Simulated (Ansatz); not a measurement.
**Question.** Name a neutral molecule of C, O and H with zero-point energy (PBE0-D4/def2-TZVP) between 219 and 235 kJ/mol and LUMO energy (ωB97M-V/def2-TZVPP) between 1.45 and 1.75 eV (Ansatz, PBE0-D4/def2-TZVP geometry).

**Answer.** `CCC=O` (221.8 kJ/mol, 1.59 eV). Other molecules can fit too; these were computed, each in one conformer that needn't be the lowest.
